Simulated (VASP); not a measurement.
Set up this calculation in VASP 6.6.1, as the native input.

```yaml
Task: single point
Functional: PBE
Potentials_or_basis: VASP PAW PBE potentials, release 64 (As)
Cutoff: 520 eV
k_mesh: 10 × 10 × 8
Occupations: fermi-dirac, width 0.05 eV
Spin: no spin polarisation
Dipole_correction: no
Further_INCAR_settings: ALGO = Fast; EDIFF = 1e-06; NBANDS = 18
```

The structure of As lies in POSCAR:

```
As
1.0
    1.8250000000     -5.5000000000      0.0000000000
    1.8250000000      5.5000000000      0.0000000000
    0.0000000000      0.0000000000      4.4700000000
As
4
Direct
    0.1100000000      0.8900000000      0.9400000000
    0.6100000000      0.3900000000      0.5600000000
    0.8900000000      0.1100000000      0.0600000000
    0.3900000000      0.6100000000      0.4400000000
```

This isn't the form of As at room conditions, which is rhombohedral.

The input as run:

INCAR

```
  PREC = Accurate
  ENCUT = 520
  EDIFF = 1E-6
  ISMEAR = -1
  SIGMA = 0.05
  LREAL = False
  LASPH = True
  NELM = 100
  ALGO = Fast
  ISIF = 2
  LWAVE = False
  LCHARG = False
  GGA = PE
  NBANDS = 18
```

KPOINTS

```
Automatic mesh
0
Gamma
  10 10 8
```

Potentials or basis: VASP PAW PBE potentials, release 64 (As).

The run is started by

```console
$ cat potpaw_PBE.64/As/POTCAR > POTCAR
$ mpirun -np 1 vasp_std > vasp.out
```

Results of the run:

| Item | Value |
| --- | --- |
| Pressure | 3.3 GPa |
| Largest force | 0.168 eV/Å |
| Band gap on the k mesh | none (metal or under the smearing width) |

Run time: 3.7 min on 1 thread of Intel(R) Xeon(R) Platinum 8259CL CPU @ 2.50GHz (Skylake/Cascade Lake), on a shared host, peak memory 0.39 GiB.
